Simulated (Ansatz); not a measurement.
## Straining FeNi$_{3}$

Computed with Ansatz, DFT PBE, scalar-relativistic, plane waves, PAW. Settings: 420 eV cutoff, 12×12×12 k-mesh, Gaussian smearing of 0.10 eV, collinear spin.

Starting point, cell and atoms relaxed:

```
CELL_PARAMETERS angstrom
3.54370 0.00000 0.00000
0.00000 3.54370 0.00000
0.00000 0.00000 3.54370
ATOMIC_POSITIONS crystal
Fe 0.00000 0.00000 0.00000
Ni 0.00000 0.50000 0.50000
Ni 0.50000 0.50000 0.00000
Ni 0.50000 0.00000 0.50000
```

Deformation: all cell vectors scaled alike, the atoms relaxed, all within the symmetry that the strain leaves. Energies are extrapolated to zero smearing.

```
strain (%)  ΔE (meV/atom) a (Å) b (Å) c (Å) moment (μB/cell)
      -6.0          280.7  3.331  3.331  3.331              4.59
      -4.0          115.1  3.402  3.402  3.402              4.70
      -2.0           26.5  3.473  3.473  3.473              4.76
      +0.0            0.0  3.544  3.544  3.544              4.81
      +2.0           23.0  3.615  3.615  3.615              4.90
      +4.0           84.5  3.685  3.685  3.685              5.03
      +6.0          175.7  3.756  3.756  3.756              5.14
```

Task: What stiffness (1/V) d²E/dε² at zero strain does a cubic fit over all points give?

Result: A cubic fit gives (1/V) d²E/dε² = 1829 GPa at zero strain (nine times the bulk modulus at fixed shape).